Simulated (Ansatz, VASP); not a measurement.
One calculation of Au, two programs

File INCAR:

```
SYSTEM = Au
PREC = Accurate ; ENCUT = 600
EDIFF = 1E-6 ; ISMEAR = 0
SIGMA = 0.1 ; LREAL = .False.
LASPH = .True. ; NELM = 100
ALGO = Normal ; ISIF = 3
LWAVE = .False. ; LCHARG = .False.
GGA = PE ; IVDW = 12
IBRION = 2 ; NSW = 100
EDIFFG = -0.005
```

KPOINTS

```
Automatic mesh
0
Gamma
  18 18 18
  0 0 0
```

POSCAR

```
Au
1.0
    0.0000000000      2.0455000000      2.0455000000
    2.0455000000      0.0000000000      2.0455000000
    2.0455000000      2.0455000000      0.0000000000
Au
1
Direct
    0.0000000000      0.0000000000      0.0000000000
```

Input for Ansatz:

```yaml
crystal:
  lattice:
    - [0.0, 2.0455, 2.0455]
    - [2.0455, 0.0, 2.0455]
    - [2.0455, 2.0455, 0.0]
  atoms:
    - { symbol: Au, position: [0.0, 0.0, 0.0] }
basis:
  ecutwfc: 420
kpoints:
  mp_grid: { grid: [18, 18, 18] }
hamiltonian:
  xc: pbe
  dispersion: d3bj
scf:
  occupations: { method: gaussian, width: 0.1 }
output:
  forces: true
  stress: true
  eigenvalues: true
  write_density: true
  write_potential: true
  elf: true
  volumetric_format: npy
relax:
  adjacent_minimum: "off"
  f_tol: 0.005
  max_steps: 80
  cell: { stress_tol: 0.05 }
```

Alike in both runs: task relaxation of cell and atoms; functional PBE; dispersion D3(BJ); k mesh 18 × 18 × 18; occupations gaussian, width 0.1 eV; no spin polarisation.

|  | VASP | Ansatz |
| --- | --- | --- |
| version | VASP 6.6.1 | Ansatz 0.2.0 |
| potentials or method | VASP PAW PBE potentials, release 64 (Au) | scalar-relativistic, plane waves, PAW |
| plane-wave cutoff (eV) | 600 | 420 |
| valence electrons in the cell | 11 | 19 |

Ansatz gave:

* gap on the k mesh at the Fermi level, each at its own relaxed structure (eV): none
* relaxed volume (Å³/atom): 17.27
* relaxed cell length with the largest relative difference (Å): 2.901

Which values does VASP return?

gap on the k mesh at the Fermi level, each at its own relaxed structure (eV): none; relaxed volume (Å³/atom): 17.25; relaxed cell length with the largest relative difference (Å): 2.900.

A gap of «none» marks a metal or a gap that the smearing closes. The two sets of potentials don't hold the same shells in valence.

Caveats: pairwise dispersion overbinds metals, which lowers pressure and volume. Zero-point motion and thermal expansion aren't in these numbers. The runs have no spin-orbit coupling, so splittings on Au are missing.
